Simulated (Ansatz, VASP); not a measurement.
# HfO2: VASP beside Ansatz

```
Hf O
1.0
     5.16084    0.00000   -0.01534
     0.00000    5.21219    0.00000
    -0.88148    0.00000    5.27872
Hf O
4 8
Cartesian
  1.2393 0.2234 1.0959
  3.4808 2.8295 1.5282
  3.0401 4.9888 4.1675
  0.7985 2.3827 3.7352
  1.8977 3.9468 2.5095
  2.8224 1.3407 0.1145
  2.3817 1.2654 2.7539
  1.4570 3.8715 5.1488
  0.0397 1.7135 1.8379
  4.6804 4.3196 0.7861
  4.2396 3.4987 3.4255
  -0.4010 0.8926 4.4773
```

Alike in both runs: functional PBE; k mesh 6 × 6 × 6; occupations gaussian, width 0.02 eV; no spin polarisation.

Ansatz relaxed the structure, and its values are those at the end. VASP's run is a single point on that final structure, the one shown.

```csv
,VASP,Ansatz
version,VASP 6.6.1,Ansatz 0.2.0
potentials or method,"VASP PAW PBE potentials, release 64 (Hf_pv, O)","scalar-relativistic, plane waves, PAW"
plane-wave cutoff (eV),520,420
valence electrons in the cell,88,152
```

Ansatz gave:

```
gap on the k mesh at the Fermi level (eV) : 4.04
least direct gap on the mesh (eV)         : 4.13
pressure (GPa)                            : 0.0
rms of the force components (eV/Å)        : 0.002
```

Problem. Which values does VASP return?

Solution. gap on the k mesh at the Fermi level (eV): 4.00; least direct gap on the mesh (eV): 4.08; pressure (GPa): -3.0; rms of the force components (eV/Å): 0.034.

The functional is the same, so the differences come from potentials, cutoffs and numerics. The two sets of potentials don't hold the same shells in valence.

Caveats: spin-orbit coupling is left out, which moves the levels of the heavy elements. A k mesh can miss the band edges.
